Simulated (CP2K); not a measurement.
# HgSe under changes of volume

One of the cells (28.067 Å³/atom); the others are scaled copies at fixed shape and fractional positions:

```
CELL_PARAMETERS angstrom
4.29780 0.00000 0.00000
2.14890 3.72200 0.00000
2.14890 1.24067 3.50913
ATOMIC_POSITIONS crystal
Hg 0.00000 0.00000 0.00000
Se 0.75000 0.75000 0.75000
```

```yaml
Program: CP2K 2026.2
Functional: LDA
Potentials_or_basis: GTH_POTENTIALS Hg GTH-PADE-q12, Se GTH-PADE-q6; TZVP-MOLOPT-PBE-GTH basis
Density_cutoff: 6123 eV
k_mesh: 8 × 8 × 8
Occupations: fermi-dirac, width 0.1 eV
Spin: no spin polarisation
```

| volume (Å³/atom) | energy over the lowest point (meV/atom) | pressure (GPa) |
| --- | --- | --- |
| 26.383 | 22.22 | 4.4 |
| 26.944 | 9.81 | 2.8 |
| 27.505 | 2.60 | 1.4 |
| 28.067 | 0.00 | 0.1 |
| 28.628 | 1.50 | -1.0 |
| 29.189 | 6.63 | -1.9 |
| 29.751 | ? | ? |

Question: What does the run at 29.751 Å³/atom give?

Answer: Energy over the lowest point 14.99 meV/atom; pressure -2.8 GPa.

Worked out: A Birch-Murnaghan fit of order 3 (a polynomial in V^(-2/3)) to the other rows has its minimum at 28.13 Å³/atom with B0 = V·E''(V) = 58 GPa and B' = 5.0. It gives 15.00 meV/atom at 29.751 Å³/atom, against the run's 14.99, and -dE/dV = -2.8 GPa, against -2.8.

Energies are extrapolated to zero smearing.

Caveats: the basis of atomic orbitals isn't converged, which shifts pressures, moduli and gaps.
